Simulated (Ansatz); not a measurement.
# 2H-MoTe2 bilayer (AA) in a perpendicular field, part 3 of 3

Wanted: the out-of-plane response of the 2H-MoTe2 bilayer (AA). A positive field points along +c.

Ansatz 0.2.0; plane-wave DFT, PBE-D4, Ansatz PAW (the session's first sound run).

So far. Step 8 (Single point, field -0.25 V/Å): The dipole is -0.187 e·Å, and the gap 0.852 eV. Step 9 (Response, atoms held): The induced dipole is that of a conductor 12.77 Å thick.

## Step 10: With spin-orbit coupling, k-mesh 12×12×1

This step: plane-wave DFT, PBE, fully relativistic PAW with spin-orbit coupling (Ansatz 0.2.0).

Heavy atoms split their bands by spin-orbit coupling, so this run uses fully relativistic files and two-component states.

input.yaml reads:

```yaml
crystal:
  lattice:
    - [3.5008014324, 0.0, 0.0]
    - [-1.7504007162, 3.0317829741, 0.0]
    - [0.0, 0.0, 29.2780981932]
  atoms:
    - { symbol: Te, position: [0.3333333333, 0.6666666667, 0.3073970154] }
    - { symbol: Mo, position: [0.0, 0.0, 0.3694005693] }
    - { symbol: Te, position: [0.3333333333, 0.6666666667, 0.4314459457] }
    - { symbol: Te, position: [0.3333333333, 0.6666666667, 0.5685540543] }
    - { symbol: Mo, position: [0.0, 0.0, 0.6305994307] }
    - { symbol: Te, position: [0.3333333333, 0.6666666667, 0.6926029846] }
kpoints:
  mp_grid: { grid: [12, 12, 1] }
  band_path: { path: [[0, 0, 0], [0.12, 0, 0]], npoints: 24 }
hamiltonian:
  xc: pbe
  pseudopotentials: { kind: paw_fr }
magnetization:
  noncollinear: true
  spin_orbit: true
scf:
  occupations: { method: fermi_dirac, width: 0.05 }
  convergence: { dr2_threshold: 1.0e-09 }
efield:
  axis: 3
  dipole_correction: true
  ramp_position: 0.97
  ramp_width: 0.06
  amplitude: 0
output:
  write_potential: true
  write_density: true
  volumetric_format: npy
```

Launch:

```
$ ansatz run input.yaml --threads 4 --pin off --max-ram 6144MiB --backend cpu --events-out ev --progress --plain --runs-dir out
```

Numbers of over 12 decimals in the logs are rounded to 6 here.

What it wrote:

```text
[...]
non-collinear run that drives no moment, with spin-orbit: no starting moment large enough to seed its density (crystal.atoms[].spin), no starting occupations that ask for one, no magnetisation constraint and no magnetic field, so the semilocal B_xc is pinned to zero
Crystal: 6 atoms, lattice volume = 310.748 Å³
Basis set: ecut = 420 eV, 6007 PW (Γ)
Bands: 112, of which v1, the nominal top of the filled ones, is band 92 counted from 1 (91 counted from 0)
Symmetry: 6 space group operations + 6 with time reversal
k-points: 19 of 144 (time reversal used)
Projection manifold: j_resolved (fully-relativistic pseudo-atomic orbitals)
[...]
SCF iter   1: F=—  HF=-37847.858176 eV  |F-HF|=—  |Δ(HF+E_count)|=         —  Δρ=3.38e-2  dr2=4.82e0  dr2_m=0.00e0 (ungated)  ethr=3.10e-3  |M|=0.00e0 ∫|m|=0.00e0 μB  |m|>n=0.0e0 m-floor=0.0e0 τ_xc=0.0e0  β_m=0.30  p=0.000 e·Å  D=1.13e-13 V/Å  ΔV_dip=-0.00 eV  dr2_dipole=2.02e-12  V_vac-E_F(+/−)=5.00/5.00 eV  ⟨swp⟩=10.7  Hψ=11667  notcnv=0  defer=18
[...]
spin=Noncollinear: Resta preconditioning applied to the charge; magnetization (m_x, m_y, m_z) channels mix plain (no charge-response kernel on spin).
SCF iter   2: F=—  HF=-37846.976730 eV  |F-HF|=—  |Δ(HF+E_count)|=   8.81e-1  Δρ=1.63e-2  dr2=1.74e0  dr2_m=0.00e0 (ungated)  ethr=3.10e-3  |M|=0.00e0 ∫|m|=0.00e0 μB  |m|>n=0.0e0 m-floor=0.0e0 τ_xc=0.0e0  β_m=0.38  p=0.000 e·Å  D=2.30e-6 V/Å  ΔV_dip=-0.00 eV  dr2_dipole=1.92e-9  V_vac-E_F(+/−)=5.19/5.19 eV  ⟨swp⟩=2.2  Hψ=3135  notcnv=0  defer=140
[...]
SCF iter  14: F=-37846.558941 eV  HF=-37846.558941 eV  |F-HF|=3.13e-10  |Δ(HF+E_count)|=  7.42e-10  Δρ=1.75e-7  dr2=3.07e-10  dr2_m=0.00e0 (ungated)  ethr=1.09e-12  |M|=0.00e0 ∫|m|=0.00e0 μB  |m|>n=0.0e0 m-floor=0.0e0 τ_xc=0.0e0  p=0.000 e·Å  D=5.55e-7 V/Å  ΔV_dip=-0.00 eV  dr2_dipole=6.83e-11  V_vac-E_F(+/−)=4.24/4.24 eV  ⟨swp⟩=13.4  Hψ=8104  notcnv=0
SCF 1 converged in 14 iterations: F = -37846.558941 eV  dr2 = 3.07e-10
[...]
SCF converged after 14 iterations
Magnetization: |M| = 0.0000 μB,  M = (+0.0000, +0.0000, +0.0000) μB
Absolute magnetization: 0.0000 μB (∫|m|)
  site 0: m = (+0.0000, +0.0000, +0.0000) μB, |m| = 0.0000 μB  (R = 1.12 Å)
  site 1: m = (+0.0000, +0.0000, +0.0000) μB, |m| = 0.0000 μB  (R = 1.12 Å)
  site 2: m = (+0.0000, +0.0000, +0.0000) μB, |m| = 0.0000 μB  (R = 1.12 Å)
  site 3: m = (+0.0000, +0.0000, +0.0000) μB, |m| = 0.0000 μB  (R = 1.12 Å)
  site 4: m = (+0.0000, +0.0000, +0.0000) μB, |m| = 0.0000 μB  (R = 1.12 Å)
  site 5: m = (+0.0000, +0.0000, +0.0000) μB, |m| = 0.0000 μB  (R = 1.12 Å)
Free energy (F): -37846.558941 eV
[...]
Internal energy: -37846.558935 eV  (E = F + TS)
E sigma→0 (E₀):  -37846.558938 eV
Entropy (-TS):   -0.000006 eV (-0.001 meV/atom)
Fermi energy:    4.033171 eV
Dipole field:    D = -0.000008 V/Å  (p = -0.000014 e·Å, saw-weighted, corrected)
Work function:   Φ+ = 4.2399 eV   Φ− = 4.2396 eV
[...]
--- Band table (eV; the first three rows and the last of 19) ---
  k-point 0: bands = [... 88 lower, 2.8243, 2.8243, 3.1927, 3.1927, 6.2850, 6.2850, 6.3361, 6.3361, ... 16 higher]
  k-point 1: bands = [... 88 lower, 2.8798, 2.8798, 3.2046, 3.2046, 6.0570, 6.0570, 6.1291, 6.1291, ... 16 higher]
  k-point 2: bands = [... 88 lower, 2.8442, 2.8442, 3.1084, 3.1084, 5.3102, 5.3102, 5.5007, 5.5007, ... 16 higher]
  k-point 18: bands = [... 88 lower, 3.3316, 3.3745, 3.5384, 3.5986, 4.6250, 4.6390, 4.6618, 4.6752, ... 16 higher]
```

The job ended after 89 s (4 threads of Intel Xeon Platinum 8488C (Sapphire Rapids), shared host; peak memory 3.2 GiB; 5.8 min of CPU time).

Numbers from this step:

```yaml
dipole_along_the_normal: -1.44e-5 e·Å
gap_along_the_path: 2.560 eV
smallest_direct_gap_along_the_path: 2.572 eV
gap_the_smaller_of_path_and_mesh: 0.9686 eV
```

The electronic bands at the labelled points (eV, zero at the Fermi level of the run, which the smearing sets inside the gap):

```tsv
point	band 89	band 90	band 91	band 92	band 93	band 94	band 95	band 96
Γ	-1.21	-1.21	-0.84	-0.84	2.25	2.25	2.30	2.30
halfway	-1.17	-1.17	-0.83	-0.83	2.14	2.14	2.21	2.21
end	-1.14	-1.14	-0.84	-0.84	1.73	1.73	1.83	1.83
```

The gap is 0.97 eV. The band edges sampled here don't span that gap, so no ionisation energy or affinity is read off.

## Step 11: Spin splitting near the zone centre, field 0

This step: plane-wave DFT, PBE, fully relativistic PAW with spin-orbit coupling; spin splitting near the zone centre (Ansatz 0.2.0).

Levels that meet at the zone centre are followed outwards; a split that grows in proportion to k gives the Rashba parameter as ΔE/2k.

Numbers from this step:

* largest split over 2k that stays linear in k: 0 eV Å

Groups of levels that meet at the zone centre and whose split, tested at two k, grows in proportion to k or stays under 1 meV; groups that fail this test are left out. Spin splitting, by row:

```tsv
level at the first point (eV from the Fermi level)	states	split at k = 0.031 1/A (eV)	split over 2k (eV Å)
-2.405	2	0	0
-1.952	2	0	0
-1.602	2	0	0
-1.574	2	0	0
-1.279	2	0	0
-1.274	2	0	0
-1.209	2	0	0
-0.8405	2	0	0
2.252	2	0	0
2.303	2	0	0
```

## Step 12: With spin-orbit coupling, k-mesh 12×12×1, field 0.3 V/Å

This step: plane-wave DFT, PBE, fully relativistic PAW with spin-orbit coupling (Ansatz 0.2.0).

The same in a field along the normal.

input.yaml: that of step 10 with these lines changed.

```diff
@@ -29,3 +29,3 @@
   ramp_width: 0.06
-  amplitude: 0
+  amplitude: 0.3
 output:
```

What it wrote:

```text
[...]
Crystal: 6 atoms, lattice volume = 310.748 Å³
Basis set: ecut = 420 eV, 6007 PW (Γ)
Bands: 112, of which v1, the nominal top of the filled ones, is band 92 counted from 1 (91 counted from 0)
Symmetry: 6 space group operations + 6 with time reversal
k-points: 19 of 144 (time reversal used)
[...]
k-point 0: bands = [... 88 lower, 2.9316, 2.9316, 3.2526, 3.2526, 6.1243, 6.1243, 6.4156, 6.4156, ... 16 higher]
  k-point 1: bands = [... 88 lower, 2.9336, 3.0205, 3.2385, 3.2700, 5.9102, 5.9126, 6.0038, 6.0531, ... 16 higher]
  k-point 2: bands = [... 88 lower, 2.8666, 3.0070, 3.1285, 3.1755, 5.1943, 5.2175, 5.4424, 5.4450, ... 16 higher]
  k-point 18: bands = [... 88 lower, 3.1686, 3.3829, 3.5288, 3.7453, 4.4485, 4.4851, 4.8070, 4.8429, ... 16 higher]
[key lines of the parts left out:]
SCF converged after 15 iterations
Magnetization: |M| = 0.0000 μB,  M = (+0.0000, +0.0000, +0.0000) μB
Free energy (F): -37846.592692 eV
Fermi energy:    4.050640 eV
Dipole field:    D = 0.131093 V/Å  (p = 0.225126 e·Å, saw-weighted, corrected)
```

The job ended after 92 s (4 threads; peak memory 3.2 GiB; 6 min of CPU time).

Numbers from this step:

* dipole along the normal: 0.2251 e·Å
* gap along the path: 2.375 eV
* smallest direct gap along the path: 2.387 eV
* gap, the smaller of path and mesh: 0.7032 eV

The dipole is 0.225 e·Å, and the gap 0.703 eV.

## Step 13: Spin splitting near the zone centre, field 0.3 V/Å

This step: plane-wave DFT, PBE, fully relativistic PAW with spin-orbit coupling; spin splitting near the zone centre (Ansatz 0.2.0).

This step gave:

* largest split over 2k that stays linear in k: 0.5227 eV Å

## Step 14: A changed input: scf.lower_state_search = "standard"

This step: plane-wave DFT, PBE-D4, Ansatz PAW (Ansatz 0.2.0).

A run with a changed input: it repeats the earlier run at 0.03 V/Å with scf.lower_state_search to standard.

input.yaml, the sections that differ from step 12:

```yaml
kpoints:
  mp_grid: { grid: [18, 18, 1] }
  band_path:
    path: [[0, 0, 0], [0.5, 0, 0], [0.33333333, 0.33333333, 0], [0, 0, 0]]
    npoints: 16
hamiltonian:
  xc: pbe
  dispersion: d4
scf:
  occupations: { method: fermi_dirac, width: 0.05 }
  convergence: { dr2_threshold: 1.0e-10 }
  lower_state_search: standard
efield:
  axis: 3
  dipole_correction: true
  ramp_position: 0.97
  ramp_width: 0.06
  amplitude: 0.03
# crystal, output: as in step 12
# magnetization: removed
```

What it wrote:

```text
[...]
Crystal: 6 atoms, lattice volume = 310.748 Å³
Basis set: ecut = 420 eV, 6007 PW (Γ)
Bands: 56, of which v1, the nominal top of the filled ones, is band 46 counted from 1 (45 counted from 0)
Symmetry: 6 space group operations
k-points: 37 of 324 (time reversal used)
[...]
SCF iter   1: F=—  HF=-37837.565091 eV  |F-HF|=—  |Δ(HF+E_count)|=         —  Δρ=3.38e-2  dr2=4.79e0  ethr=3.10e-3  p=0.025 e·Å  D=1.44e-2 V/Å  ΔV_dip=-0.42 eV  dr2_dipole=8.12e-5  V_vac-E_F(+/−)=5.22/4.84 eV  ⟨swp⟩=12.1  Hψ=9677  notcnv=0
[...]
SCF iter  15: F=-37836.258749 eV  HF=-37836.258749 eV  |F-HF|=1.75e-10  |Δ(HF+E_count)|=  2.11e-10  Δρ=9.95e-8  dr2=6.50e-11  ethr=1.00e-12  p=0.022 e·Å  D=1.31e-2 V/Å  ΔV_dip=-0.38 eV  dr2_dipole=8.80e-12  V_vac-E_F(+/−)=4.50/4.08 eV  ⟨swp⟩=12.7  Hψ=6533  notcnv=0
SCF 1 converged in 15 iterations: F = -37836.258749 eV  dr2 = 6.50e-11
[...]
SCF converged after 15 iterations
Free energy (F): -37836.258749 eV
[...]
Internal energy: -37836.258746 eV  (E = F + TS)
E sigma→0 (E₀):  -37836.258747 eV
Entropy (-TS):   -0.000003 eV (-0.001 meV/atom)
Fermi energy:    3.981561 eV
Dipole field:    D = 0.013081 V/Å  (p = 0.022465 e·Å, saw-weighted, corrected)
Work function:   not extracted (applied field tilts the vacuum); planar V_es + V_field profile in the machine report
[...]
--- Band table (eV; the first three rows and the last of 37) ---
  k-point 0: bands = [... 42 lower, 2.6484, 2.6484, 2.7401, 3.1473, 6.6142, 6.6142, 6.6863, 6.6863, ... 6 higher]
  k-point 1: bands = [... 42 lower, 2.6006, 2.6932, 2.7715, 3.1586, 6.3989, 6.4793, 6.5938, 6.6452, ... 6 higher]
  k-point 2: bands = [... 42 lower, 2.5374, 2.7488, 2.8036, 3.1653, 5.9074, 6.0058, 6.0478, 6.1782, ... 6 higher]
  k-point 36: bands = [... 42 lower, 1.4642, 1.8399, 3.4130, 3.4777, 4.6235, 4.6635, 5.1247, 5.3714, ... 6 higher]
```

The job ended after 22 s (4 threads; peak memory 1.1 GiB; 84 s of CPU time).

Numbers from this step:

```
dipole along the normal            : 0.02246 e·Å
gap along the path                 : 1.036 eV
smallest direct gap along the path : 1.146 eV
gap, the smaller of path and mesh  : 1.036 eV
```

The electronic bands at the labelled points (eV, zero at the Fermi level of the run, which the smearing sets inside the gap):

```tsv
point	band 43	band 44	band 45	band 46	band 47	band 48	band 49	band 50
Γ	-1.33	-1.33	-1.24	-0.83	2.63	2.63	2.70	2.70
halfway	-1.50	-1.46	-1.42	-1.24	0.81	1.09	1.63	1.67
M	-1.40	-1.19	-0.78	-0.72	0.96	0.99	1.19	1.33
halfway	-2.40	-2.03	-0.76	-0.67	0.90	0.97	1.48	1.64
K	-2.52	-2.14	-0.57	-0.50	0.64	0.68	1.14	1.39
halfway	-1.57	-1.22	-1.12	-1.01	0.60	0.87	1.30	1.38
Γ	-1.33	-1.33	-1.24	-0.83	2.63	2.63	2.70	2.70
```

```tsv
quantity	this run	earlier run	difference
dipole along the normal (e·Å)	0.02246	0.02246	0
gap along the path (eV)	1.036	1.036	0
smallest direct gap along the path (eV)	1.146	1.146	0
```

Nothing in the table moves by 0.01 in its unit (for the dipole 0.5 % and 5e-5 e·Å).

## Step 15: The same run with other settings: scf.eigensolver.kind = "davidson"

Another changed input: it repeats the earlier run at 0.03 V/Å with scf.eigensolver.kind to davidson.

input.yaml: that of step 14 with these lines changed.

```diff
@@ -23,3 +23,3 @@
   convergence: { dr2_threshold: 1.0e-10 }
-  lower_state_search: standard
+  eigensolver: { kind: davidson }
 efield:
```

What it wrote:

```text
[...]
Crystal: 6 atoms, lattice volume = 310.748 Å³
Basis set: ecut = 420 eV, 6007 PW (Γ)
Bands: 56, of which v1, the nominal top of the filled ones, is band 46 counted from 1 (45 counted from 0)
Symmetry: 6 space group operations
k-points: 37 of 324 (time reversal used)
[...]
SCF iter  18: F=-37836.258749 eV  HF=-37836.258749 eV  |F-HF|=7.28e-12  |Δ(HF+E_count)|=  7.28e-12  Δρ=4.02e-8  dr2=3.31e-11  ethr=1.31e-12 (applied; sched 1.00e-12)  p=0.022 e·Å  D=1.31e-2 V/Å  ΔV_dip=-0.38 eV  dr2_dipole=1.28e-12  V_vac-E_F(+/−)=4.50/4.08 eV  ⟨swp⟩=2.0  Hψ=3775  notcnv=0
SCF 1 converged in 18 iterations: F = -37836.258749 eV  dr2 = 3.31e-11
[...]
SCF converged after 18 iterations
Free energy (F): -37836.258749 eV
[...]
Internal energy: -37836.258746 eV  (E = F + TS)
E sigma→0 (E₀):  -37836.258747 eV
Entropy (-TS):   -0.000003 eV (-0.001 meV/atom)
Fermi energy:    3.981561 eV
Dipole field:    D = 0.013086 V/Å  (p = 0.022472 e·Å, saw-weighted, corrected)
Work function:   not extracted (applied field tilts the vacuum); planar V_es + V_field profile in the machine report
[...]
--- Band table (eV; the first three rows and the last of 37) ---
  k-point 0: bands = [... 42 lower, 2.6484, 2.6484, 2.7401, 3.1473, 6.6142, 6.6142, 6.6863, 6.6863, ... 6 higher]
  k-point 1: bands = [... 42 lower, 2.6006, 2.6932, 2.7715, 3.1586, 6.3989, 6.4793, 6.5938, 6.6452, ... 6 higher]
  k-point 2: bands = [... 42 lower, 2.5374, 2.7488, 2.8036, 3.1653, 5.9074, 6.0058, 6.0478, 6.1782, ... 6 higher]
  k-point 36: bands = [... 42 lower, 1.4642, 1.8399, 3.4130, 3.4778, 4.6235, 4.6635, 5.1247, 5.3714, ... 6 higher]
```

Wall time 25 s (4 threads); peak memory 1 GiB.

Numbers from this step:

* dipole along the normal: 0.02247 e·Å

The electronic bands at the labelled points (eV, zero at the Fermi level of the run, which the smearing sets inside the gap):

(Unchanged from step 14.)

```tsv
quantity	this run	earlier run	difference
dipole along the normal (e·Å)	0.02247	0.02246	7.1e-6
gap along the path (eV)	1.036	1.036	-2.0e-6
smallest direct gap along the path (eV)	1.146	1.146	-5.0e-6
```

Nothing in the table moves by 0.01 in its unit (for the dipole 0.5 % and 5e-5 e·Å). The run took 18 SCF cycles against 15.

The path shows an indirect gap of 1.04 eV (valence top at K, conduction bottom between K and Γ). The least direct gap is 1.15 eV.

## Step 16: Summary of results

```json
{
 "gap without field": "1.04 eV",
 "ionisation energy, upper face": "4.81 eV",
 "electron affinity, upper face": "3.76 eV",
 "equivalent conductor thickness, atoms held": "12.8 Å",
 "largest split over 2k that stays linear in k at 0 V/Å": "0 eV Å",
 "largest split over 2k that stays linear in k at 0.3 V/Å": "0.523 eV Å"
}
```

In words: The induced dipole equals that of a perfect conductor 12.77 Å thick, while the outer atoms lie 11.28 Å apart; an out-of-plane ε follows only once a thickness t is chosen, by 1 − 1/ε = 12.77 Å / t. The gap goes from 1.04 eV to 0.85 eV at -0.25 V/Å. With the field reversed the gap is 0.85 eV at 0.25 V/Å. Semilocal functionals give gaps that are too small, and excitons are not included. The field series itself is without spin-orbit coupling.

[Logs are printed without paths, hosts, clocks, repeated set-up lines and the standing remarks that a program may print on its own settings, such as how far it seeks lower states.]

[Hosts, paths, dates, database ids (printed as entryN), source tags and the programs' standing remarks are cut or masked in the printed files.]

[Maps of the electrostatic potential energy from Ansatz leave out the sawtooth potential of an applied field or a dipole correction, so their vacuum need not be flat; planar profiles and work functions include it.]
